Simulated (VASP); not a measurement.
# W (Im-3m) in VASP: single point with PBE

Aim: the single point of W with PBE.

Everything below comes from runs of VASP 6.6.1. Logs are shortened: lines on timing, memory, paths and dates and some standing lists are left out, and cuts for length are marked.

### Step 1. The structure

The structure is cubic, space group Im-3m (No. 229). The conventional cell has a = 3.185 Å, b = 3.185 Å, c = 3.185 Å, α = 90.00°, β = 90.00°, γ = 90.00°. Around W (site symmetry m-3m) lie 8 W at 2.76 Å.

### Step 2. Single point, PBE

Contents of INCAR:

```
SYSTEM = W
  PREC = Accurate
  ENCUT = 520
  EDIFF = 1E-6
  ISMEAR = 1
  SIGMA = 0.1
  LREAL = .FALSE.
  LASPH = .TRUE.
  NELM = 80
  ALGO = Normal
  ISIF = 2
  LWAVE = .FALSE.
  LCHARG = .FALSE.
  GGA = PE
  ICORELEVEL = 1
```

Contents of KPOINTS:

```
Automatic mesh
0
G
  15 15 24
  0 0 0
```

Contents of POSCAR:

```
W
1.0
    2.7579548900      0.0000000000      0.0000000000
   -0.9193183000      2.6002248100      0.0000000000
    0.9193183000      1.3001124000      2.2518607400
W
1
Direct
    0.0000000000      0.0000000000      0.0000000000
```

Potentials or basis: VASP PAW PBE potentials, release 64 (W_sv).

Launch:

```console
$ cat potpaw_PBE.64/W_sv/POTCAR > POTCAR
$ mpirun -np 1 vasp_std > vasp.out
```

OUTCAR:

```text
SYSTEM = W
   PREC = Accurate
   ENCUT = 520
   EDIFF = 1E-6
   ISMEAR = 1
   LREAL = .FALSE.
   LASPH = .TRUE.
   NELM = 80
   ISIF = 2
   GGA = PE

 ion  position               nearest neighbor table
   1  0.000  0.000  0.000-

  LATTYP: Found a body centered cubic cell.
 ALAT       =     3.1846119992

  Lattice vectors:

 A1 = (   0.9193182900,   1.3001124100,  -2.2518607400)
 A2 = (  -2.7579548900,   0.0000000000,   0.0000000000)
 A3 = (   0.9193183000,   1.3001124000,   2.2518607400)

Analysis of symmetry for initial positions (statically):
=====================================================================
 Subroutine PRICEL returns:
 Original cell was already a primitive cell.

 Routine SETGRP: Setting up the symmetry group for a
 body centered cubic supercell.

 Subroutine GETGRP returns: Found 48 space group operations
 (whereof 48 operations were pure point group operations)
 out of a pool of 48 trial point group operations.

The static configuration has the point symmetry O_h .

Analysis of symmetry for dynamics (positions and initial velocities):
=====================================================================
 Subroutine PRICEL returns:
 Original cell was already a primitive cell.

 Routine SETGRP: Setting up the symmetry group for a
 body centered cubic supercell.

 Subroutine GETGRP returns: Found 48 space group operations
 (whereof 48 operations were pure point group operations)
 out of a pool of 48 trial point group operations.

The dynamic configuration has the point symmetry O_h .

 Subroutine INISYM returns: Found 48 space group operations
 (whereof 48 operations are pure point group operations),
 and found     1 'primitive' translations

----------------------------------------------------------------------------------------

                                     Primitive cell

  volume of cell :      16.1488

  direct lattice vectors                    reciprocal lattice vectors
     2.757954890  0.000000000  0.000000000     0.362587511  0.128194044 -0.222038598
    -0.919318300  2.600224810  0.000000000     0.000000000  0.384582132 -0.222038596
     0.919318300  1.300112400  2.251860740     0.000000000  0.000000000  0.444077195

  length of vectors
     2.757954890  2.757954894  2.757954891     0.444077195  0.444077194  0.444077195

[... 103 lines left out ...]
   NSW    =      0    number of steps for IOM
   IBRION =     -1    ionic relax: 0-MD 1-quasi-New 2-CG
   NFREE  =      0    steps in history (QN), initial steepest desc. (CG)
   ISIF   =      2    stress and relaxation
   ISYM   =      2    0-nonsym 1-usesym 2-fastsym
   POTIM  = 0.5000    time-step for ionic-motion
   TEBEG  =    0.0;   TEEND  =   0.0 temperature during run
   PSTRESS=    0.0 pullay stress
   NELECT =      14.0000    total number of electrons
   NUPDOWN=      -1.0000    fix difference up-down
   EMIN   =  10.00;   EMAX   =-10.00  energy-range for DOS
   EFERMI =   0.00;   METHOD = LEGACY
   ISMEAR =     1;   SIGMA  =   0.10  broadening in eV -4-tet -1-fermi 0-gaus
   EFERMI_NEDOS =   21; number of points for ismear=-14 and -15
   IALGO  =     38    algorithm
   IMIX   =      4    mixing-type and parameters
     AMIX     =   0.40;   BMIX     =  1.00
     AMIX_MAG =   1.60;   BMIX_MAG =  1.00
  volume/ion in A,a.u.               =      16.15       108.98
  Fermi-wavevector in a.u.,A,eV,Ry     =   1.561005  2.949872 33.153817  2.436737
  Thomas-Fermi vector in A             =   2.664134
   LORBIT       =      0    0 simple, 1 ext, 2 COOP (PROOUT), +10 PAW based schemes
   GGA     = PE    functional components
   LHFCALC =     F    Hartree Fock is set to
   AEXX    =    0.0000 exact exchange contribution
   IVDW    =     0    specifies the selected vdW correction
   LEPSILON=     F    determine dielectric tensor
   LRPA    =     F    only Hartree local field effects (RPA)
 non-spin polarized calculation
 Methfessel and Paxton  Order N= 1 SIGMA  =   0.10
  energy-cutoff  :      520.00
  volume of cell :       16.15
 maximum number of plane-waves:       449
 NGX is ok and might be reduce to    24
   NGX = 11   NGY = 11   NGZ = 11

 number of electron      14.0000002 magnetization

 Free energy of the ion-electron system (eV)
  ---------------------------------------------------
  ext. energy  EPLUGINS =         0.00000000
  ---------------------------------------------------
  free energy    TOTEN  =       -12.95445736 eV

  energy without entropy =      -12.95469613  energy(sigma->0) =      -12.95453695

 the core state eigenenergies are
   1-  1s -69451.9644  2s -11972.5277  2p -10466.1329  3s  -2745.1366  3p  -2299.2498
       3d  -1787.2099  4s   -553.6029  4p   -407.3913  4d   -222.2744  4f    -17.1791

 E-fermi :  11.1800     XC(G=0): -13.5363

 val. band max:       11.1759198605   @ k =  -0.4667  -0.4667   0.0833
 cond. band min:      11.1815979016   @ k =  -0.0667  -0.4667   0.4167
 fundamental gap:      0.0056780411
 Fermi energy:        11.1800084431

 k-point     1 :       0.0000    0.0000    0.0000
  band No.  band energies     occupation
      1     -63.0347      2.00000
      2     -26.6229      2.00000
      3     -26.6229      2.00000
      4     -26.6229      2.00000
      5       1.6426      2.00000
      6       9.9771      2.00000
      7       9.9771      2.00000
      8       9.9771      2.00000
      9      13.3930      0.00000
     10      13.3930      0.00000
     11      25.6513      0.00000
[... 309 lines left out ...]
 k-point    24 :       0.4000    0.2000   -0.0000
  band No.  band energies     occupation
      1     -62.9015      2.00000
      2     -27.6889      2.00000
      3     -27.1898      2.00000
      4     -26.7467      2.00000
      5       6.1954      2.00000
      6       7.9478      2.00000
      7       9.7968      2.00000
      8      13.1486     -0.00000
      9      14.5492      0.00000
     10      19.3443      0.00000
     11      20.2886      0.00000

 [... further k-points ...]
[... 5 lines left out ...]
  --------------------------------------------------------------------------------------
  -------------------------------------------------------------------------------------
  Total        0.0224735      0.0224735      0.0224735     -0.0000000     -0.0000000      0.0000000
  in kB        2.2296767      2.2296767      2.2296767     -0.0000000     -0.0000000      0.0000000
  external PRESSURE =       2.2296767 kB  Pullay stress =       0.0000000 kB

 VOLUME and BASIS-vectors are now :
 -----------------------------------------------------------------------------
  energy-cutoff  :      520.00
  volume of cell :       16.15
      direct lattice vectors                 reciprocal lattice vectors
     2.757954890  0.000000000  0.000000000     0.362587511  0.128194044 -0.222038598
    -0.919318300  2.600224810  0.000000000     0.000000000  0.384582132 -0.222038596
     0.919318300  1.300112400  2.251860740     0.000000000  0.000000000  0.444077195

 POSITION                                       TOTAL-FORCE (eV/Angst)
 -----------------------------------------------------------------------------------
      0.00000      0.00000      0.00000        -0.000000      0.000000      0.000000
 -----------------------------------------------------------------------------------
    total drift:                                0.000000     -0.000000     -0.000000

  FREE ENERGIE OF THE ION-ELECTRON SYSTEM (eV)
  ---------------------------------------------------
  free  energy   TOTEN  =       -12.9544573565 eV

  energy  without entropy=      -12.9546961299  energy(sigma->0) =      -12.95453695
```

It took 1.8 min on 1 thread of Intel Xeon Platinum 8259CL at 2.50GHz (Skylake/Cascade Lake), shared host; peak memory 0.33 GiB.

Results:

| Quantity | Value |
| --- | --- |
| Free energy | -12.9545 eV |
| Pressure | 0.2 GPa |
| Band gap on the k mesh | none (metal or under the smearing width) |

Core levels (eV, on the scale of the bands):
| atom | levels |
| --- | --- |
| 1 W | 1s -69452.0, 2s -11972.5, 2p -10466.1, 3s -2745.1, 3p -2299.2, 3d -1787.2, 4s -553.6, 4p -407.4, 4d -222.3, 4f -17.2 |

The run has no spin-orbit coupling, so splittings on W are missing.
